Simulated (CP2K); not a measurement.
**MgSi: band structure with SCAN**

Crystal: MgSi.

```
Si Mg
1.0
     5.63020    0.00000    0.00000
    -4.82826    2.89604    0.00000
     0.00000    0.00000    4.34018
Si Mg
2 2
Cartesian
  1.1397 1.2435 3.2551
  -0.3378 1.6526 1.0850
  -3.0673 2.4084 1.0850
  3.8692 0.4876 3.2551
```

The cell comes from a database or a generator and needn't be the stable form of this composition.

| Item | Value |
| --- | --- |
| Program | CP2K 2026.2 |
| Task | band structure |
| Functional | SCAN |
| Potentials or basis | POTENTIAL_UZH Si GTH-SCAN-q4, Mg GTH-SCAN-q10; TZVP-MOLOPT-SCAN-GTH basis |
| Density cutoff | 19048 eV |
| k mesh | 9 × 9 × 6 |
| Occupations | fermi-dirac, width 0.1 eV |
| Spin | no spin polarisation |
| SCF solver | diagonalisation with k points |
| Quickstep method | GPW |
| EPS_DEFAULT | 1.0E-9 |
| EPS_SCF | 1.0E-6 |
| MAX_SCF | 100 |
| SCF_GUESS | ATOMIC |
| k points reduced by the point group | yes |
| Mesh centred on Gamma | yes |
| CHOLESKY | OFF |
| EPS_EIGVAL | 1.0E-7 |
| MIXING METHOD | BROYDEN_MIXING |
| MIXING ALPHA | 0.4 |
| NBUFFER | 8 |
| NGRIDS | 5 |
| Basis sets | Si TZVP-MOLOPT-SCAN-GTH-q4, Mg TZVP-MOLOPT-SCAN-GTH-q10 |
| Potentials | Si GTH-SCAN-q4 of POTENTIAL_UZH, Mg GTH-SCAN-q10 of POTENTIAL_UZH |
| ADDED_MOS | [14] |
| Points a segment of the path (NPOINTS) | 10 |
| Bands added on the path | 6 |
| MPI ranks | 3 |
| REL_CUTOFF (Ry) | 60 Ry |
| MIXING BETA (1/bohr) | 1.5 1/bohr |
| CUTOFF of the grids | 1400 Ry |

```
Pressure               : 0.5 GPa
Largest force          : 0.345 eV/Å
Band gap on the k mesh : none (metal or under the smearing width)
Mulliken charges       : Si -0.32; Mg +0.32 e
```

Forces in eV/Å, atoms in the order of the input:
```
Si  -0.054  0.015  0.000
Si   0.054 -0.015  0.000
Mg  -0.333  0.092  0.000
Mg   0.333 -0.092  0.000
```

Stress tensor (GPa, compression positive):
```
 0.52 -0.13  0.00
-0.13  0.09  0.00
 0.00  0.00  1.03
```

Levels at the corners of the path, in eV from the Fermi level:
| point | band 12 | band 13 | band 14 | band 15 | band 16 | band 17 |
| --- | --- | --- | --- | --- | --- | --- |
| Γ | -4.28 | -2.43 | 0.78 | 2.68 | 3.17 | 3.25 |
| X | -2.04 | -1.78 | -1.16 | 0.07 | 2.13 | 3.01 |
| S | -3.26 | -1.77 | -0.71 | 0.12 | 2.33 | 3.20 |
| R | -4.37 | -2.87 | -2.87 | -0.13 | -0.13 | 3.01 |
| A | -4.27 | -3.36 | -3.36 | 1.28 | 1.28 | 1.92 |
| Z | -4.62 | -2.95 | -2.95 | 5.19 | 5.19 | 6.14 |
| Γ | -4.28 | -2.43 | 0.78 | 2.68 | 3.17 | 3.25 |
| Y | -2.96 | -1.88 | -1.25 | 1.18 | 2.89 | 3.40 |
| X1 | -2.04 | -1.78 | -1.16 | 0.07 | 2.13 | 3.01 |
| A1 | -4.27 | -3.36 | -3.36 | 1.28 | 1.28 | 1.92 |
| T | -6.63 | 2.12 | 2.12 | 2.78 | 2.78 | 5.00 |
| Y | -2.96 | -1.88 | -1.25 | 1.18 | 2.89 | 3.40 |
| Z | -4.62 | -2.95 | -2.95 | 5.19 | 5.19 | 6.14 |
| T | -6.63 | 2.12 | 2.12 | 2.78 | 2.78 | 5.00 |

It took 63 s on 3 MPI ranks on Arm Neoverse V1 (shared host).

Caveat: Mulliken charges move with the basis; the basis of atomic orbitals isn't converged, which shifts pressures, moduli and gaps.
